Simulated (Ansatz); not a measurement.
The system is WC.

```xyz
2
Lattice="0.0000 2.1927 2.1927 2.1927 0.0000 2.1927 2.1927 2.1927 0.0000" Properties=species:S:1:pos:R:3 pbc="T T T"
W     0.0000    0.0000    0.0000
C     2.1927    2.1927    2.1927
```

Measurements of this composition are mostly on another form, of space group No. 187.

* Program: Ansatz 0.2.0
* Task: relaxation of cell and atoms
* Functional: PBEsol
* Dispersion: D4
* Potentials or basis: Ansatz PAW
* Cutoff: 420 eV (not typed: the program's choice for these potentials)
* k mesh: 10 × 10 × 10
* Occupations: fermi-dirac, width 0.05 eV
* Spin: no spin polarisation

At the start: volume 10.54 Å³/atom.

Question: How do energy, volume and symmetry change on relaxing?

Answer: It ends after 7 steps and the volume is 10.15 Å³/atom (-3.8 %); space group Fm-3m (No. 225, to 0.05 Å).

Step by step:
| step | energy change (eV) | largest force (eV/Å) | volume (Å³) |
| --- | --- | --- | --- |
| 1 | 0.0000 | 0.0000 | 21.08 |
| 2 | -0.0293 | 0.0000 | 19.92 |
| 3 | -0.0374 | 0.0000 | 20.32 |
| 4 | -0.0375 | 0.0000 | 20.30 |
| 5 | -0.0361 | 0.0000 | 20.30 |
| 6 | -0.0361 | 0.0000 | 20.29 |
| 7 | -0.0360 | 0.0000 | 20.29 |

Final structure:
```xyz
2
Lattice="0.0000 2.1649 2.1649 2.1649 0.0000 2.1649 2.1649 2.1649 0.0000" Properties=species:S:1:pos:R:3 pbc="T T T"
W     0.0000    0.0000    0.0000
C     2.1649    2.1649    2.1649
```

Caveat: the plane-wave basis is chosen anew once the cell has moved, so the energies of steps on either side of that aren't comparable; the pressure holds a Pulay correction of +0.3 GPa for the finite cutoff; pairwise dispersion overbinds metals, which lowers pressure and volume; the PAW data sets come from PBE, with cores solved anew for the run's functional, which leaves a small shift of forces and pressure.
